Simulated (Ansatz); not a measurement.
## Pressure against volume in Zn

The cell was found from a structure generator's guess, not taken from experiment.

Theory: DFT PBE, scalar-relativistic, plane waves, PAW (Ansatz 0.2.0). Settings of the last relaxation (4-atom cell): 420 eV, 12×12×12 k points, Gaussian smearing of 0.10 eV, no spin polarisation.

```cif
data_structure
_symmetry_space_group_name_H-M 'P 1'
_symmetry_Int_Tables_number 1
_cell_length_a 2.7780
_cell_length_b 2.7780
_cell_length_c 2.7780
_cell_angle_alpha 60.000
_cell_angle_beta 60.000
_cell_angle_gamma 60.000
_cell_volume 15.16
loop_
_atom_site_label
_atom_site_type_symbol
_atom_site_fract_x
_atom_site_fract_y
_atom_site_fract_z
_atom_site_occupancy
Zn1 Zn 0.00000 0.00000 0.00000 1
```

The cell was set to several volumes, with shape and atoms relaxed at each where symmetry leaves them free. Pressure is positive in compression, and energies count from the lowest row. No row has a gap on its mesh.

```
row  V (Å³/atom)  P (GPa)  ΔE (meV/atom)
  1       13.341    12.24           60.3
  2       13.795     8.22           31.6
  3       14.250        ?              ?
  4       14.705     2.25            3.2
  5       15.160     0.01            0.0
  6       15.615    -1.87            2.7
  7       16.069    -3.44           10.3
  8       16.676    -5.11           26.6
```

**Question.** Find B = −V·ΔP/ΔV from rows 4 and 6 and from rows 1 and 2, and from the two its slope B′ and its value B0 at zero pressure.

**Answer.** Rows 4 and 6 give −(14.705 + 15.615)/2 × (-1.87 − (2.25))/(15.615 − 14.705) = 68.6 GPa at a mean pressure of 0.19 GPa. Rows 1 and 2 give −(13.341 + 13.795)/2 × (8.22 − (12.24))/(13.795 − 13.341) = 120.1 GPa at a mean pressure of 10.23 GPa. So B′ = (120.1 − 68.6)/(10.23 − (0.19)) = 5.13 and B0 = 68.6 − 5.13 × (0.19) = 67.6 GPa. A third-order Birch–Murnaghan fit to all the energies gives B0 = 68.2 GPa and B′ = 5.1.

**Question.** Estimate the pressure and energy of row 3.

**Answer.** From row 5, V0 = 15.160 × (1 + (0.01)/67.6) = 15.162 Å³/atom. Murnaghan's form P = (B0/B′)·[(V0/V)^B′ − 1] gives (67.6/5.13) × [(15.162/14.250)^5.13 − 1] = 4.94 GPa; the computed pressure is 4.94 GPa, so the estimate is off by 0.00 GPa. The work of compression from row 4, with the mean of the two pressures, gives ΔE = 3.2 + (4.94 + 2.25)/2 × (14.705 − 14.250)/160.2 × 1000 = 13.4 meV/atom (1 eV/Å³ = 160.2 GPa); the computed value is 13.2 meV/atom.

All volumes keep the k mesh of the relaxed cell. Symmetry constrained the relaxation, so the result can be a saddle point.
